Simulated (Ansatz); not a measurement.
Runs of Ansatz 0.2.0 on GaCuSe2. Symmetry: I-42d, No. 122, tetragonal system. The conventional cell has a = 5.619 Å, b = 5.619 Å, c = 11.026 Å, α = 90.00°, β = 90.00°, γ = 90.00°. Around Se (site symmetry 2) lie 2 Ga at 2.42 Å and 2 Cu at 2.42 Å. Ga (site symmetry -4) is surrounded by 4 Se at 2.42 Å. Cu (site symmetry -4) has 4 Se at 2.42 Å as nearest neighbours. 

```tsv
level	cutoff (eV)	gap on the mesh (eV)	pressure (GPa)	largest force (eV/Å)
RPBE	420	(a)	5.1	(c)
revPBE	420	0.31	4.5	0.37
BLYP	420	0.20	6.8	0.37
r2SCAN	500	0.63	0.3	0.23
PBEsol	420	0.16	(b)	0.43
```

Alike in all rows: task band structure; potentials or basis Ansatz PAW; no spin polarisation; cell as given; k mesh 7 × 7 × 7; smearing fermi-dirac 0.05 eV.

Problem. Estimate the missing entries.

Solution. (a) 0.33; (b) -0.7; (c) 0.36.

Caveats: the PAW data sets come from PBE, with cores solved anew for the run's functional, which leaves a small shift of forces and pressure.

A k mesh can miss the band edges, and the runs leave out spin-orbit coupling on Ga, Se.

Runs at the PBE level aren't shown here.
